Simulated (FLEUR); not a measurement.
# Ni (P6_3/mmc) in FLEUR: band structure with r2SCAN

Aim: the band structure of Ni with r2SCAN.

All numbers are computed with FLEUR MaX-R8.1 (later development tree); they aren't measurements. Logs are shortened: lines on timing, memory, paths and dates and some standing lists are left out, and cuts for length are marked.

### 1 The crystal as given

Symmetry: P6_3/mmc, No. 194, hexagonal system. Conventional cell: a = 2.448 Å, b = 2.448 Å, c = 4.073 Å, α = 90.00°, β = 90.00°, γ = 120.00°. Around Ni (site symmetry -6m2) lie 12 Ni at 2.45 to 2.48 Å.

This isn't the form of Ni at room conditions, which is fcc.

### 2 Band structure, r2SCAN, collinear spin, ferromagnetic start

The input, inp.xml:

```xml
<?xml version="1.0" encoding="UTF-8" standalone="no"?>
<fleurInput fleurInputVersion="0.39">
   <comment>
      Ni                                                                                                  
   </comment>
   <calculationSetup>
      <cutoffs Kmax="4.58" Gmax="14.2" GmaxXC="14.2" numbands="0"/>
      <scfLoop itmax="80" minDistance="0.0001" maxIterBroyd="30" imix="Anderson" alpha="0.05" precondParam="0.0" spinf="2.0" sdNocoIR="T"/>
      <coreElectrons ctail="F" frcor="F" kcrel="0" coretail_lmax="0"/>
      <xcFunctional name="LibXC" relativisticCorrections="F">
         <LibXCName exchange="mgga_x_r2scan" correlation="mgga_c_r2scan"/>
         <AuxGGA exchange="117" correlation="130"/>
      </xcFunctional>
      <magnetism jspins="2"/>
      <soc l_soc="F" theta="0.0" phi="0.0" spav="F"/>
      <expertModes spex="0" secvar="F"/>
      <geometryOptimization l_f="F" forcealpha="1.0" forcemix="BFGS" epsdisp="0.00001" epsforce="0.00001"/>
      <ldaU l_linMix="F" mixParam="0.05" spinf="1.0"/>
   </calculationSetup>
   <cell>
      <bzIntegration valenceElectrons="36.0" mode="hist" fermiSmearingEnergy="0.00183747">
         <kPointListSelection listName="default-1"/>
         <!-- k-points included here -->
         <xi:include xmlns:xi="http://www.w3.org/2001/XInclude" href="kpts.xml"> </xi:include>
      </bzIntegration>
      <!-- symmetry operations included here -->
      <xi:include xmlns:xi="http://www.w3.org/2001/XInclude" href="sym.xml"> </xi:include>
      <bulkLattice scale="1.0">
         <bravaisMatrix>
            <row-1>    4.6260928235916561     0.0000000000000000     0.0000000000000000</row-1>
            <row-2>   -2.3130464117958280     4.0063139056071364     0.0000000000000000</row-2>
            <row-3>    0.0000000000000000     0.0000000000000000     7.6964908654976432</row-3>
         </bravaisMatrix>
      </bulkLattice>
   </cell>
   <atomSpecies>
      <species name="Nickel (Ni1.000" element="Ni" atomicNumber="28">
         <mtSphere radius="2.14" gridPoints="707" logIncrement="0.017"/>
         <atomicCutoffs lmax="9" lnonsphr="9"/>
         <electronConfig flipSpins="F">
            <coreConfig>(1s1/2) (2s1/2) (2p1/2) (2p3/2)</coreConfig>
            <valenceConfig>(3s1/2) (3p1/2) (3p3/2) (4s1/2) (3d3/2) (3d5/2)</valenceConfig>
            <stateOccupation state="(3d3/2)" spinUp="1.6" spinDown="1.6"/>
            <stateOccupation state="(3d5/2)" spinUp="2.9" spinDown="1.9"/>
         </electronConfig>
         <energyParameters s="4" p="4" d="3" f="4"/>
         <lo type="SCLO" l="0" n="3" eDeriv="0"/>
         <lo type="SCLO" l="1" n="3" eDeriv="0"/>
         <lo type="SCLO" l="1" n="3" eDeriv="1"/>
         <lo type="SCLO" l="2" n="3" eDeriv="2"/>
         <lo type="SCLO" l="3" n="4" eDeriv="2"/>
      </species>
   </atomSpecies>
   <atomGroups>
      <atomGroup species="Nickel (Ni1.000">
         <relPos label="                   1">-1.000/3.000 1.000/3.000 -1.000/4.000</relPos>
         <relPos label="                   2">1.000/3.000 -1.000/3.000 1.000/4.000</relPos>
         <force calculate="T" relaxXYZ="TTT"/>
      </atomGroup>
   </atomGroups>
   <output dos="F" band="F" slice="F">
      <checks vchk="F" cdinf="F"/>
      <bandDOS minEnergy="-.5*Htr" maxEnergy="0.5*Htr" sigma="0.015" storeEVData="T"/>
      <vacuumDOS vacdos="F" integ="F" star="F" nstars="0" locx1="0.0" locy1="0.0" locx2="0.0" locy2="0.0" nstm="0" tworkf="0.0"/>
      <unfoldingBand unfoldBand="F" supercellX="1" supercellY="1" supercellZ="1"/>
      <plotting iplot="0" polar="F">
         <plot TwoD="T" vec1="  1.0  0.0  0.0" vec2="  0.0  1.0  0.0" vec3="  0.0  0.0  1.0" zero="  0.0  0.0  0.0" file="plot"/>
      </plotting>
      <chargeDensitySlicing numkpt="0" minEigenval="0.0" maxEigenval="0.0" nnne="0" pallst="F"/>
      <specialOutput eonly="F"/>
      <moessbauerParams electricFieldGradient="T" isomerShift="T" coreHyperfine="T" valenceHyperfine="T"/>
      <magneticCircularDichroism mcd="F" energyLo="-10.0" energyUp="0.0"/>
   </output>
  <!-- We include the file relax.xml here to enable relaxations (see documentation) -->
  <xi:include xmlns:xi="http://www.w3.org/2001/XInclude" href="relax.xml"> <xi:fallback/> </xi:include>
</fleurInput>
```

The input, crystal.txt:

```
Ni
&input cartesian=F /
2.4480228978  0.0000000000  0.0000000000
-1.2240114489  2.1200500186  0.0000000000
0.0000000000  0.0000000000  4.0728075700
1.8897261246
1.0 1.0 1.0

2
28 0.6666666666  0.3333333332  0.7500000000 : 1.000
28 0.3333333332  0.6666666666  0.2500000000 : 1.000

&kpt div1=12 div2=12 div3=7 gamma=T /
```

The input, inp.xml (bands):

```
<?xml version="1.0" encoding="UTF-8" standalone="no"?>
<fleurInput fleurInputVersion="0.39">
   <comment>
      Ni                                                                                                  
   </comment>
   <calculationSetup>
      <cutoffs Kmax="4.58" Gmax="14.2" GmaxXC="14.2" numbands="0"/>
      <scfLoop itmax="80" minDistance="0.0001" maxIterBroyd="30" imix="Anderson" alpha="0.05" precondParam="0.0" spinf="2.0" sdNocoIR="T"/>
      <coreElectrons ctail="F" frcor="F" kcrel="0" coretail_lmax="0"/>
      <xcFunctional name="LibXC" relativisticCorrections="F">
         <LibXCName exchange="mgga_x_r2scan" correlation="mgga_c_r2scan"/>
         <AuxGGA exchange="117" correlation="130"/>
      </xcFunctional>
      <magnetism jspins="2"/>
      <soc l_soc="F" theta="0.0" phi="0.0" spav="F"/>
      <expertModes spex="0" secvar="F"/>
      <geometryOptimization l_f="F" forcealpha="1.0" forcemix="BFGS" epsdisp="0.00001" epsforce="0.00001"/>
      <ldaU l_linMix="F" mixParam="0.05" spinf="1.0"/>
   </calculationSetup>
   <cell>
      <bzIntegration valenceElectrons="36.0" mode="hist" fermiSmearingEnergy="0.00183747">
         <kPointListSelection listName="path-1"/>
         <!-- k-points included here -->
         <xi:include xmlns:xi="http://www.w3.org/2001/XInclude" href="kpts.xml"> </xi:include>
      </bzIntegration>
      <!-- symmetry operations included here -->
      <xi:include xmlns:xi="http://www.w3.org/2001/XInclude" href="sym.xml"> </xi:include>
      <bulkLattice scale="1.0">
         <bravaisMatrix>
            <row-1>    4.6260928235916561     0.0000000000000000     0.0000000000000000</row-1>
            <row-2>   -2.3130464117958280     4.0063139056071364     0.0000000000000000</row-2>
            <row-3>    0.0000000000000000     0.0000000000000000     7.6964908654976432</row-3>
         </bravaisMatrix>
      </bulkLattice>
   </cell>
   <atomSpecies>
      <species name="Nickel (Ni1.000" element="Ni" atomicNumber="28">
         <mtSphere radius="2.14" gridPoints="707" logIncrement="0.017"/>
         <atomicCutoffs lmax="9" lnonsphr="9"/>
         <electronConfig flipSpins="F">
            <coreConfig>(1s1/2) (2s1/2) (2p1/2) (2p3/2)</coreConfig>
            <valenceConfig>(3s1/2) (3p1/2) (3p3/2) (4s1/2) (3d3/2) (3d5/2)</valenceConfig>
            <stateOccupation state="(3d3/2)" spinUp="1.6" spinDown="1.6"/>
            <stateOccupation state="(3d5/2)" spinUp="2.9" spinDown="1.9"/>
         </electronConfig>
         <energyParameters s="4" p="4" d="3" f="4"/>
         <lo type="SCLO" l="0" n="3" eDeriv="0"/>
         <lo type="SCLO" l="1" n="3" eDeriv="0"/>
         <lo type="SCLO" l="1" n="3" eDeriv="1"/>
         <lo type="SCLO" l="2" n="3" eDeriv="2"/>
         <lo type="SCLO" l="3" n="4" eDeriv="2"/>
      </species>
   </atomSpecies>
   <atomGroups>
      <atomGroup species="Nickel (Ni1.000">
         <relPos label="                   1">-1.000/3.000 1.000/3.000 -1.000/4.000</relPos>
         <relPos label="                   2">1.000/3.000 -1.000/3.000 1.000/4.000</relPos>
         <force calculate="T" relaxXYZ="TTT"/>
      </atomGroup>
   </atomGroups>
   <output dos="F" band="T" slice="F">
      <checks vchk="F" cdinf="F"/>
      <bandDOS minEnergy="-.5*Htr" maxEnergy="0.5*Htr" sigma="0.015" storeEVData="T"/>
      <vacuumDOS vacdos="F" integ="F" star="F" nstars="0" locx1="0.0" locy1="0.0" locx2="0.0" locy2="0.0" nstm="0" tworkf="0.0"/>
      <unfoldingBand unfoldBand="F" supercellX="1" supercellY="1" supercellZ="1"/>
      <plotting iplot="0" polar="F">
         <plot TwoD="T" vec1="  1.0  0.0  0.0" vec2="  0.0  1.0  0.0" vec3="  0.0  0.0  1.0" zero="  0.0  0.0  0.0" file="plot"/>
      </plotting>
      <chargeDensitySlicing numkpt="0" minEigenval="0.0" maxEigenval="0.0" nnne="0" pallst="F"/>
      <specialOutput eonly="F"/>
      <moessbauerParams electricFieldGradient="T" isomerShift="T" coreHyperfine="T" valenceHyperfine="T"/>
      <magneticCircularDichroism mcd="F" energyLo="-10.0" energyUp="0.0"/>
   </output>
  <!-- We include the file relax.xml here to enable relaxations (see documentation) -->
  <xi:include xmlns:xi="http://www.w3.org/2001/XInclude" href="relax.xml"> <xi:fallback/> </xi:include>
</fleurInput>
```

Potentials or basis: all-electron, FLAPW.

The run is started by

```bash
$ inpgen -f crystal.txt -profile fastHighL
$ # inp.xml edited to the form shown
$ fleur_MPI
$ fleur_MPI   # second run, on inp.xml (bands)
```

The log of the run:

```text
Welcome to FLEUR        (www.flapw.de)
      MaX-Release 8.1          (www.max-centre.eu)
 func_ids         498         497         498         497
 MetaGGA potential functional detected - V_tau will be computed
 Auxiliary Potential for radial basis: exchange=         117  correlation=         130
The functional 'Re-regularized SCAN exchange by Furness et al' is an exchange functional, it belongs to the 'MGGA' family and is defined in the reference(s):
[1] J. W. Furness, A. D. Kaplan, J. Ning, J. P. Perdew, and J. Sun.,  J. Phys. Chem. Lett. 11, 8208-8215 (2020)
[2] J. W. Furness, A. D. Kaplan, J. Ning, J. P. Perdew, and J. Sun.,  J. Phys. Chem. Lett. 11, 9248-9248 (2020)
The functional 'Re-regularized SCAN correlation by Furness et al' is a correlation functional, it belongs to the 'MGGA' family and is defined in the reference(s):
[1] J. W. Furness, A. D. Kaplan, J. Ning, J. P. Perdew, and J. Sun.,  J. Phys. Chem. Lett. 11, 8208-8215 (2020)
[2] J. W. Furness, A. D. Kaplan, J. Ning, J. P. Perdew, and J. Sun.,  J. Phys. Chem. Lett. 11, 9248-9248 (2020)
 Using same functional for VXC and EXC

 ========== k-point set info ==========
 Selected k-point list: default-1
 k-point list type: mesh
 12 x 12 x 7
 Number of k points: 76

 ------------Calculation Setup---------------------------
 Number of MPI-tasks      :            1
 Number of PE/node        :            1
 Number of OMP-threads    :            1
 Most efficient MPI parallelization for:
           1           2           4          19          38          76
 Additional eigenvalue parallelization possible
 Number of basis functions:          315
 Approximate size of matrices (H+S) per k-point:         0.001 GB
 --------------------------------------------------------
The functional 'Hammer, Hansen, and Norskov' is an exchange functional, it belongs to the 'GGA' family and is defined in the reference(s):
[... 6 lines left out ...]
 Reset of history
 Reset of history
 Iteration:     1   Distance:      29.96596474 me/bohr^3
The functional 'Hammer, Hansen, and Norskov' is an exchange functional, it belongs to the 'GGA' family and is defined in the reference(s):
[1] B. Hammer, L. B. Hansen, and J. K. Nørskov.,  Phys. Rev. B 59, 7413 (1999)
The functional 'Perdew, Burke & Ernzerhof' is a correlation functional, it belongs to the 'GGA' family and is defined in the reference(s):
[1] J. P. Perdew, K. Burke, and M. Ernzerhof.,  Phys. Rev. Lett. 77, 3865 (1996)
[2] J. P. Perdew, K. Burke, and M. Ernzerhof.,  Phys. Rev. Lett. 78, 1396 (1997)
 Using same functional for VXC and EXC
 Iteration:     2   Distance:      28.56279784 me/bohr^3
The functional 'Hammer, Hansen, and Norskov' is an exchange functional, it belongs to the 'GGA' family and is defined in the reference(s):
[1] B. Hammer, L. B. Hansen, and J. K. Nørskov.,  Phys. Rev. B 59, 7413 (1999)
The functional 'Perdew, Burke & Ernzerhof' is a correlation functional, it belongs to the 'GGA' family and is defined in the reference(s):
[1] J. P. Perdew, K. Burke, and M. Ernzerhof.,  Phys. Rev. Lett. 77, 3865 (1996)
[2] J. P. Perdew, K. Burke, and M. Ernzerhof.,  Phys. Rev. Lett. 78, 1396 (1997)
 Using same functional for VXC and EXC
 Iteration:     3   Distance:      26.84171278 me/bohr^3
The functional 'Hammer, Hansen, and Norskov' is an exchange functional, it belongs to the 'GGA' family and is defined in the reference(s):
[1] B. Hammer, L. B. Hansen, and J. K. Nørskov.,  Phys. Rev. B 59, 7413 (1999)
The functional 'Perdew, Burke & Ernzerhof' is a correlation functional, it belongs to the 'GGA' family and is defined in the reference(s):
[1] J. P. Perdew, K. Burke, and M. Ernzerhof.,  Phys. Rev. Lett. 77, 3865 (1996)
[2] J. P. Perdew, K. Burke, and M. Ernzerhof.,  Phys. Rev. Lett. 78, 1396 (1997)
 Using same functional for VXC and EXC
 Iteration:     4   Distance:      15.59586724 me/bohr^3
The functional 'Hammer, Hansen, and Norskov' is an exchange functional, it belongs to the 'GGA' family and is defined in the reference(s):
[1] B. Hammer, L. B. Hansen, and J. K. Nørskov.,  Phys. Rev. B 59, 7413 (1999)
The functional 'Perdew, Burke & Ernzerhof' is a correlation functional, it belongs to the 'GGA' family and is defined in the reference(s):
[1] J. P. Perdew, K. Burke, and M. Ernzerhof.,  Phys. Rev. Lett. 77, 3865 (1996)
[2] J. P. Perdew, K. Burke, and M. Ernzerhof.,  Phys. Rev. Lett. 78, 1396 (1997)
 Using same functional for VXC and EXC
 Iteration:     5   Distance:       2.86085165 me/bohr^3
The functional 'Hammer, Hansen, and Norskov' is an exchange functional, it belongs to the 'GGA' family and is defined in the reference(s):
[... 102 lines left out ...]
 Using same functional for VXC and EXC
 Iteration:    20   Distance:       0.00128308 me/bohr^3
The functional 'Hammer, Hansen, and Norskov' is an exchange functional, it belongs to the 'GGA' family and is defined in the reference(s):
[1] B. Hammer, L. B. Hansen, and J. K. Nørskov.,  Phys. Rev. B 59, 7413 (1999)
The functional 'Perdew, Burke & Ernzerhof' is a correlation functional, it belongs to the 'GGA' family and is defined in the reference(s):
[1] J. P. Perdew, K. Burke, and M. Ernzerhof.,  Phys. Rev. Lett. 77, 3865 (1996)
[2] J. P. Perdew, K. Burke, and M. Ernzerhof.,  Phys. Rev. Lett. 78, 1396 (1997)
 Using same functional for VXC and EXC
 Iteration:    21   Distance:       0.00017154 me/bohr^3
The functional 'Hammer, Hansen, and Norskov' is an exchange functional, it belongs to the 'GGA' family and is defined in the reference(s):
[1] B. Hammer, L. B. Hansen, and J. K. Nørskov.,  Phys. Rev. B 59, 7413 (1999)
The functional 'Perdew, Burke & Ernzerhof' is a correlation functional, it belongs to the 'GGA' family and is defined in the reference(s):
[1] J. P. Perdew, K. Burke, and M. Ernzerhof.,  Phys. Rev. Lett. 77, 3865 (1996)
[2] J. P. Perdew, K. Burke, and M. Ernzerhof.,  Phys. Rev. Lett. 78, 1396 (1997)
 Using same functional for VXC and EXC
 Iteration:    22   Distance:       0.00013320 me/bohr^3
The functional 'Hammer, Hansen, and Norskov' is an exchange functional, it belongs to the 'GGA' family and is defined in the reference(s):
[1] B. Hammer, L. B. Hansen, and J. K. Nørskov.,  Phys. Rev. B 59, 7413 (1999)
The functional 'Perdew, Burke & Ernzerhof' is a correlation functional, it belongs to the 'GGA' family and is defined in the reference(s):
[1] J. P. Perdew, K. Burke, and M. Ernzerhof.,  Phys. Rev. Lett. 77, 3865 (1996)
[2] J. P. Perdew, K. Burke, and M. Ernzerhof.,  Phys. Rev. Lett. 78, 1396 (1997)
 Using same functional for VXC and EXC
 Iteration:    23   Distance:       0.00003524 me/bohr^3

 ********************************************************************
 Run finished successfully
 Stop message:
   all done
 ********************************************************************
```

It took 4.5 min on 1 thread of Intel Xeon at 2.50GHz (Skylake/Cascade Lake), shared host; peak memory 0.13 GiB.

Results:

* Free energy: -82775.5163 eV
* Band gap along the path: none (metal or under the smearing width)
* Net moment: 1.49 μB per cell
* Site moments: Ni +0.81 μB
* Valence electrons inside the program's atomic spheres: Ni 16.75 (radii Ni 2.14 bohr)

Levels at the corners of the path, in eV from the Fermi level:
Spin up:
| point | band 16 | band 17 | band 18 | band 19 | band 20 | band 21 |
| --- | --- | --- | --- | --- | --- | --- |
| Γ | -2.02 | -2.02 | -1.07 | -1.07 | -0.76 | 5.52 |
| M | -1.06 | -0.94 | -0.90 | 0.92 | 3.01 | 9.59 |
| K | -1.42 | -1.42 | -1.15 | 4.39 | 5.23 | 5.23 |
| Γ | -2.02 | -2.02 | -1.07 | -1.07 | -0.76 | 5.52 |
| A | -2.92 | -1.38 | -1.38 | -1.38 | -1.38 | 14.51 |
| L | -1.47 | -0.99 | -0.99 | 1.32 | 1.32 | 7.06 |
| H | -2.20 | -1.17 | -1.17 | 5.64 | 5.64 | 7.23 |
| A | -2.92 | -1.38 | -1.38 | -1.38 | -1.38 | 14.51 |
| L | -1.47 | -0.99 | -0.99 | 1.32 | 1.32 | 7.06 |
| M | -1.06 | -0.94 | -0.90 | 0.92 | 3.01 | 9.59 |
| K | -1.42 | -1.42 | -1.15 | 4.39 | 5.23 | 5.23 |
| H | -2.20 | -1.17 | -1.17 | 5.64 | 5.64 | 7.23 |
Spin down:
| point | band 13 | band 14 | band 15 | band 16 | band 17 | band 18 | band 19 | band 20 |
| --- | --- | --- | --- | --- | --- | --- | --- | --- |
| Γ | -1.67 | -1.42 | -1.42 | -1.11 | -1.11 | -0.94 | -0.10 | -0.10 |
| M | -2.04 | -1.95 | -1.32 | 0.07 | 0.31 | 0.43 | 1.83 | 3.67 |
| K | -2.29 | -2.29 | -1.21 | -0.20 | 0.10 | 0.10 | 4.85 | 5.70 |
| Γ | -1.67 | -1.42 | -1.42 | -1.11 | -1.11 | -0.94 | -0.10 | -0.10 |
| A | -1.78 | -1.78 | -1.78 | -1.78 | -0.38 | -0.38 | -0.38 | -0.38 |
| L | -1.05 | -1.05 | -0.34 | -0.34 | 0.38 | 0.38 | 1.51 | 1.51 |
| H | -2.48 | -2.48 | -1.14 | -1.14 | 0.28 | 0.28 | 5.94 | 5.94 |
| A | -1.78 | -1.78 | -1.78 | -1.78 | -0.38 | -0.38 | -0.38 | -0.38 |
| L | -1.05 | -1.05 | -0.34 | -0.34 | 0.38 | 0.38 | 1.51 | 1.51 |
| M | -2.04 | -1.95 | -1.32 | 0.07 | 0.31 | 0.43 | 1.83 | 3.67 |
| K | -2.29 | -2.29 | -1.21 | -0.20 | 0.10 | 0.10 | 4.85 | 5.70 |
| H | -2.48 | -2.48 | -1.14 | -1.14 | 0.28 | 0.28 | 5.94 | 5.94 |

Core levels (eV from the Fermi level):
| atom | levels |
| --- | --- |
| 1 Ni | 1s1/2 -8203.2, 2s1/2 -973.7, 2p1/2 -848.0, 2p3/2 -830.5 |
| 2 Ni | 1s1/2 -8203.2, 2s1/2 -973.7, 2p1/2 -848.0, 2p3/2 -830.5 |

Caveat: the meta-GGA is that of a development version, with a GGA for the radial functions and cores and without core tails.
